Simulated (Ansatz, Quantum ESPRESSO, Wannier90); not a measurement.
# straight B chain, spacing 1.55 Å: Wannier functions and conductance, part 3 of 6

How many channels does the wire offer, and does a small Wannier basis get them right? The wire: straight B chain, spacing 1.55 Å.

Quantum ESPRESSO 7.5 and Wannier90 3.1.0; plane-wave DFT, PBE, GBRV ultrasoft pseudopotentials; cross-check by Ansatz 0.2.0 with PAW datasets.

So far. Step 2 (Ground state): The run needed 10 iterations to bring the estimated error under 1e-07 Ry. Step 6 (Localisation, bands and conductance, with dis_win_max − …): The outer window must hold at least num_wann states at every k: widen it, with enough bands computed to fill it.

## (7) Neighbour list from wannier90 -pp

Level of this step: maximally localised Wannier functions and ballistic conductance; plane-wave DFT, PBE, GBRV ultrasoft pseudopotentials (Wannier90).

The cure tried: a wider outer window, at both ends where needed.

The .win file sets projections and windows: states in the frozen window are kept exactly, the outer window gives room to disentangle.

wan.win reads:

```
num_wann = 4
num_bands = 25
num_iter = 200
num_print_cycles = 20
conv_tol = 1e-8
conv_window = 5
guiding_centres = true
dis_num_iter = 1500
dis_conv_tol = 1e-8
dis_win_min = -25.6784
dis_win_max = 15.3216
dis_froz_max = -3.1784
search_shells = 120
fermi_energy = -4.6784

transport = true
transport_mode = bulk
one_dim_axis = z
dist_cutoff = 18.5
dist_cutoff_mode = one_dim
tran_win_min = -4.0
tran_win_max = 2.0
tran_energy_step = 0.02

bands_plot = true
bands_num_points = 96
begin kpoint_path
G 0.0 0.0 0.0 Z 0.0 0.0 0.5
end kpoint_path

begin projections
B:s;p
end projections

begin unit_cell_cart
ang
  8.0000000000 0.0000000000 0.0000000000
  0.0000000000 8.0000000000 0.0000000000
  0.0000000000 0.0000000000 1.5500000000
end unit_cell_cart

begin atoms_frac
  B  0.0000000000 0.0000000000 0.0000000000
end atoms_frac

mp_grid = 1 1 24
begin kpoints
  0.0 0.0 0.0000000000
  0.0 0.0 0.0416666667
  0.0 0.0 0.0833333333
  0.0 0.0 0.1250000000
  0.0 0.0 0.1666666667
  0.0 0.0 0.2083333333
  0.0 0.0 0.2500000000
  0.0 0.0 0.2916666667
  0.0 0.0 0.3333333333
  0.0 0.0 0.3750000000
  0.0 0.0 0.4166666667
  0.0 0.0 0.4583333333
  0.0 0.0 0.5000000000
  0.0 0.0 0.5416666667
  0.0 0.0 0.5833333333
  0.0 0.0 0.6250000000
  0.0 0.0 0.6666666667
  0.0 0.0 0.7083333333
  0.0 0.0 0.7500000000
  0.0 0.0 0.7916666667
  0.0 0.0 0.8333333333
  0.0 0.0 0.8750000000
  0.0 0.0 0.9166666667
  0.0 0.0 0.9583333333
end kpoints
```

Started as:

```bash
$ OMP_NUM_THREADS=1 wannier90.x -pp wan > wan.pp.log
```

Log:

```text
[banner, memory and clock lines left out]
+---------------------------------------------------+
             |                                                   |
             |                   WANNIER90                       |
             |                                                   |
             +---------------------------------------------------+
             |                                                   |
             |        Welcome to the Maximally-Localized         |
             |        Generalized Wannier Functions code         |
             |                             |
             |                                                   |
             |                                                   |
             |  Wannier90 Developer Group:                       |
             |    Giovanni Pizzi    (EPFL)                       |
             |    Valerio Vitale    (Cambridge)                  |
             |    David Vanderbilt  (Rutgers University)         |
             |    Nicola Marzari    (EPFL)                       |
             |    Ivo Souza         (Universidad del Pais Vasco) |
             |    Arash A. Mostofi  (Imperial College London)    |
             |    Jonathan R. Yates (University of Oxford)       |
             |                                                   |
             |  For the full list of Wannier90 3.x authors,      |
             |  please check the code documentation and the      |
             |  README on the GitHub page of the code            |
             |                                                   |
             |                                                   |
             |                                                   |
             |  [ref] "Wannier90 as a community code:            |
             |        new features and applications",            |
             |        165902 (2020).                             |
             |            |
             |                                                   |
             |  in any publications arising from the use of      |
             |                                                   |
             |  [ref] "Maximally Localized Generalised Wannier   |
             |         Functions for Composite Energy Bands"     |
             |         N. Marzari and D. Vanderbilt              |
             |         Phys. Rev. B 56 12847 (1997)              |
             |                                                   |
             |  [ref] "Maximally Localized Wannier Functions     |
             |         for Entangled Energy Bands"               |
             |         I. Souza, N. Marzari and D. Vanderbilt    |
             |         Phys. Rev. B 65 035109 (2001)             |
             |                                                   |
             |                                                   |
             | Copyright (c) 1996-2020                           |
             |        The Wannier90 Developer Group and          |
             |        individual contributors                    |
             |                                                   |
             |      Release: 3.1.0        5th March    2020      |
             |                                                   |
             | This program is free software; you can            |
             | redistribute it and/or modify it under the terms  |
             | of the GNU General Public License as published by |
             | the Free Software Foundation; either version 2 of |
             | the License, or (at your option) any later version|
             |                                                   |
             | This program is distributed in the hope that it   |
             | will be useful, but WITHOUT ANY WARRANTY; without |
             | even the implied warranty of MERCHANTABILITY or   |
             | FITNESS FOR A PARTICULAR PURPOSE. See the GNU     |
             | General Public License for more details.          |
             |                                                   |
             | You should have received a copy of the GNU General|
             | Public License along with this program; if not,   |
             | write to the Free Software Foundation, Inc.,      |
             | 675 Mass Ave, Cambridge, MA 02139, USA.           |
             |                                                   |
             +---------------------------------------------------+
             +---------------------------------------------------+

 ******************************************************************************
 * -> Using CODATA 2006 constant values                                       *
 *    (                      *
 * -> Using Bohr value from CODATA                                            *
 ******************************************************************************

 Running in serial (with parallel executable)

                                    ------
                                    SYSTEM
                                    ------

                              Lattice Vectors (Ang)
                    a_1     8.000000   0.000000   0.000000
                    a_2     0.000000   8.000000   0.000000
                    a_3     0.000000   0.000000   1.550000

                   Unit Cell Volume:      99.20000  (Ang^3)

                        Reciprocal-Space Vectors (Ang^-1)
                    b_1     0.785398   0.000000   0.000000
                    b_2     0.000000   0.785398   0.000000
                    b_3     0.000000   0.000000   4.053668

 *----------------------------------------------------------------------------*
 |   Site       Fractional Coordinate          Cartesian Coordinate (Ang)     |
 +----------------------------------------------------------------------------+
 | B    1   0.00000   0.00000   0.00000   |    0.00000   0.00000   0.00000    |
 *----------------------------------------------------------------------------*
                                ------------
                                K-POINT GRID
                                ------------

             Grid size =  1 x  1 x 24      Total points =   24

 *---------------------------------- MAIN ------------------------------------*
 |  Number of Wannier Functions               :                 4             |
 |  Number of Objective Wannier Functions     :                 4             |
 |  Number of input Bloch states              :                25             |
 |  Output verbosity (1=low, 5=high)          :                 1             |
[...]
|  Write on-site energies <0n|H|0n> to file  :                 F             |
 |  Use guiding centre to control phases      :                 T             |
 |  Use phases for initial projections        :                 F             |
 |  Iterations before starting guiding centres:                 0             |
 |  Iterations between using guiding centres  :                 1             |
 *----------------------------------------------------------------------------*
 *------------------------------- DISENTANGLE --------------------------------*
 |  Using band disentanglement                :                 T             |
 |  Total number of iterations                :              1500             |
 |  Mixing ratio                              :             0.500             |
 |  Convergence tolerence                     :         1.000E-08             |
 |  Convergence window                        :                 3             |
 *----------------------------------------------------------------------------*
 *-------------------------------- PLOTTING ----------------------------------*
 |  Plotting interpolated bandstructure       :                 T             |
 |   Number of K-path sections                :                 1             |
 |   Divisions along first K-path section     :                96             |
 |   Output format                            :           gnuplot             |
 |   Output mode                              :               s-k             |
 *----------------------------------------------------------------------------*
 |   K-space path sections:                                                   |
 |    From: G       0.000  0.000  0.000     To: Z       0.000  0.000  0.500   |
 *----------------------------------------------------------------------------*
 *------------------------------- TRANSPORT ----------------------------------*
 |  Transport mode                            :              bulk             |
 |   Hamiltonian from external files          :                 F             |
 |   System extended in                       :                 z             |
 |   Centre of the unit cell to which WF are translated (fract. coords):      |
 |                                       0.000000,    0.000000,    0.000000   |
 |  Fermi energy (eV)                         :            -4.678             |
 *----------------------------------------------------------------------------*
 Time to read parameters        0.004 (sec)

 *---------------------------------- K-MESH ----------------------------------*
 +----------------------------------------------------------------------------+
 |                    Distance to Nearest-Neighbour Shells                    |
 |                    ------------------------------------                    |
 |          Shell             Distance (Ang^-1)          Multiplicity         |
 |          -----             -----------------          ------------         |
 |             1                   0.168903                      2            |
 |             2                   0.337806                      2            |
 |             3                   0.506708                      2            |
 |             4                   0.675611                      2            |
 |             5                   0.785398                      4            |
 |             6                   0.803354                      8            |
 |             7                   0.844514                      2            |
 |             8                   0.854964                      8            |
 |             9                   0.934668                      8            |
 |            10                   1.013417                      2            |
 |            11                   1.036002                      8            |
 |            12                   1.110721                      4            |
 |            13                   1.123490                      8            |
 |            14                   1.153280                      8            |
 |            15                   1.160954                      8            |
 |            16                   1.182320                      2            |
[...]
|           113                   2.876770                     16            |
 |           114                   2.895982                      8            |
 |           115                   2.899046                      8            |
 |           116                   2.911272                     16            |
 |           117                   2.911921                     16            |
 |           118                   2.921799                      8            |
 |           119                   2.945466                     16            |
 |           120                   2.955039                     16            |
 +----------------------------------------------------------------------------+
 | The b-vectors are chosen automatically                                     |
 | The following shells are used:   1,  5                                     |
 +----------------------------------------------------------------------------+
 |                        Shell   # Nearest-Neighbours                        |
 |                        -----   --------------------                        |
 |                          1               2                                 |
 |                          5               4                                 |
 +----------------------------------------------------------------------------+
 | Completeness relation is fully satisfied [Eq. (B1), PRB 56, 12847 (1997)]  |
 +----------------------------------------------------------------------------+
 |                  b_k Vectors (Ang^-1) and Weights (Ang^2)                  |
 |                  ----------------------------------------                  |
 |            No.         b_k(x)      b_k(y)      b_k(z)        w_b           |
 |            ---        --------------------------------     --------        |
 |             1         0.000000    0.000000    0.168903    17.526538        |
 |             2         0.000000    0.000000   -0.168903    17.526538        |
 |             3         0.785398    0.000000    0.000000     0.810569        |
 |             4         0.000000    0.785398    0.000000     0.810569        |
 |             5         0.000000   -0.785398    0.000000     0.810569        |
 |             6        -0.785398    0.000000    0.000000     0.810569        |
 +----------------------------------------------------------------------------+
 |                           b_k Directions (Ang^-1)                          |
 |                           -----------------------                          |
 |            No.           x           y           z                         |
 |            ---        --------------------------------                     |
 |             1         0.000000    0.000000    0.168903                     |
 |             2         0.785398    0.000000    0.000000                     |
 |             3         0.000000    0.785398    0.000000                     |
 +----------------------------------------------------------------------------+

 Time to get kmesh              0.023 (sec)
 *============================================================================*
 |                              MEMORY ESTIMATE                               |
 |         Maximum RAM allocated during each phase of the calculation         |
 *============================================================================*
 |                        Disentanglement            1.95 Mb                  |
 |                            Wannierise:            0.17 Mb                  |
 |                          plot_wannier:            0.17 Mb                  |
 *----------------------------------------------------------------------------*

 Starting a new Wannier90 calculation ...

 Time to write kmesh            0.028 (sec)

 Exiting... wan.nnkp written.
```

Run time: 0.57 s. Hardware: 1 MPI rank of Intel Xeon Platinum 8488C (Sapphire Rapids), shared host; peak memory 0.09 GiB.

## (8) Overlaps and projections

pw2wannier90.x computes the overlaps between neighbouring k-points and the projections.

wan.p2w.in reads:

```
&inputpp
  prefix = 'nscf'
  outdir = './out'
  seedname = 'wan'
  write_mmn = .true.
  write_amn = .true.
  write_unk = .false.
/
```

Started as:

```bash
$ OMP_NUM_THREADS=1 mpirun -n 4 pw2wannier90.x -in wan.p2w.in > wan.p2w.out
```

Log:

```text
[banner, memory and clock lines left out]
Program PW2WANNIER v.7.5 starts
[citation notice left out]

[...]
Reading nscf_save data

     ./out/nscf.save/

[...]
negative rho (up, down):  3.584E-07 0.000E+00
     Reading collected, re-writing distributed wavefunctions

      Spin CASE ( default = unpolarized )

  Wannier mode is: standalone

  -----------------
  *** Reading nnkp
  -----------------

  Checking info from wannier.nnkp file

  - Real lattice is ok
  - Reciprocal lattice is ok
  - K-points are ok
  - Number of wannier functions is ok (  4)
  - All guiding functions are given

  Projections:
    0.000000    0.000000    0.000000  0  1  1    1.000000
    0.000000    0.000000    0.000000  1  1  1    1.000000
    0.000000    0.000000    0.000000  1  2  1    1.000000
    0.000000    0.000000    0.000000  1  3  1    1.000000

  Reading data about k-point neighbours

  All neighbours are found

  Opening pp-files

  *** Compute  A projections

  Number of local k points =       24
       1       2       3       4       5       6       7       8       9      10
      11      12      13      14      15      16      17      18      19      20
      21      22      23      24
  AMN calculated

  ---------------
  *** Compute  M
  ---------------

  Number of local k points =       24
       1       2       3       4       5       6       7       8       9      10
      11      12      13      14      15      16      17      18      19      20
      21      22      23      24
  MMN calculated

  *** Orbital terms are not computed

  *** SHC terms are not computed

  ----------------
  *** Write bands
  ----------------

  *** Plot info is not printed

  *** Parity info is not printed

  ------------
  *** Stop pp
  ------------

     Internal routines:
```

The job ended after 2.1 s (4 MPI ranks; peak memory 0.19 GiB).

(Part 3 of 6 ends here.)

[Logs are printed without paths, hosts, clocks, repeated set-up lines and the standing remarks that a program may print on its own settings, such as how far it seeks lower states.]

[Hosts, paths, dates, database ids (printed as entryN), source tags and the programs' standing remarks are cut or masked in the printed files.]

[Maps of the electrostatic potential energy from Ansatz leave out the sawtooth potential of an applied field or a dipole correction, so their vacuum need not be flat; planar profiles and work functions include it.]
